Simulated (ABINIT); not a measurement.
CaO:

```
Ca O
1.0
     0.00000    2.40356    2.40356
     2.40356    0.00000    2.40356
     2.40356    2.40356    0.00000
Ca O
1 1
Cartesian
  0.0000 0.0000 0.0000
  2.4036 2.4036 2.4036
```

The cell is a database's computed one.

Base run:

```yaml
Program: ABINIT 10.8.3 (patched build)
Functional: BLYP
Potentials_or_basis: JTH PAW PBE v2.0
Cutoff: 626 eV
k_mesh: 10 × 10 × 10
Occupations: fermi-dirac, width 0.05 eV
Spin: no spin polarisation
```

Its results: band gap on the k mesh 3.75 eV, indirect (least direct gap 4.11 eV); pressure 4.1 GPa.

Problem. The run is repeated on the same cell with these changes: functional from BLYP to PBEsol; k mesh from 10 × 10 × 10 to 8 × 8 × 8. What comes out?

Solution. Band gap on the k mesh 3.55 eV, indirect (least direct gap 3.93 eV); pressure -2.8 GPa.

Several settings changed at once, so the effect can't be laid on one alone.

Caveats: the PAW data sets were made with another functional, which shifts forces and pressure a little.
